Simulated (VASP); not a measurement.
Crystal: GaP.

```xyz
2
Lattice="0.0000 2.7252 2.7252 2.7252 0.0000 2.7252 2.7252 2.7252 0.0000" Properties=species:S:1:pos:R:3 pbc="T T T"
Ga    0.0000    0.0000    0.0000
P     4.0879    4.0879    4.0879
```

- Program: VASP 6.6.1
- Task: relaxation of cell and atoms
- Functional: PBE
- Potentials or basis: VASP PAW PBE potentials, release 64 (Ga, P)
- Cutoff: 580 eV
- k mesh: 8 × 8 × 8
- Occupations: fermi-dirac, width 0.05 eV
- Spin: no spin polarisation

At the start: pressure 4.0 GPa; volume 20.24 Å³/atom.

Q: Where does the relaxation end?

A: Over 3 steps the energy falls by 11.2 meV/atom and the volume is 21.18 Å³/atom (+4.6 %); space group F-43m (No. 216, to 0.05 Å).

Step by step:
```tsv
step	energy change (eV)	largest force (eV/Å)	pressure (GPa)	volume (Å³)
1	0.0000	0.0000	3.98	40.48
2	-0.0152	0.0000	-1.96	43.50
3	-0.0224	0.0000	0.00	42.36
```

Final structure:
```cif
data_structure
_symmetry_space_group_name_H-M 'P 1'
_symmetry_Int_Tables_number 1
_cell_length_a 3.9129
_cell_length_b 3.9129
_cell_length_c 3.9129
_cell_angle_alpha 60.000
_cell_angle_beta 60.000
_cell_angle_gamma 60.000
_cell_volume 42.36
loop_
_atom_site_label
_atom_site_type_symbol
_atom_site_fract_x
_atom_site_fract_y
_atom_site_fract_z
_atom_site_occupancy
Ga1 Ga 0.00000 0.00000 0.00000 1
P1 P 0.75000 0.75000 0.75000 1
```
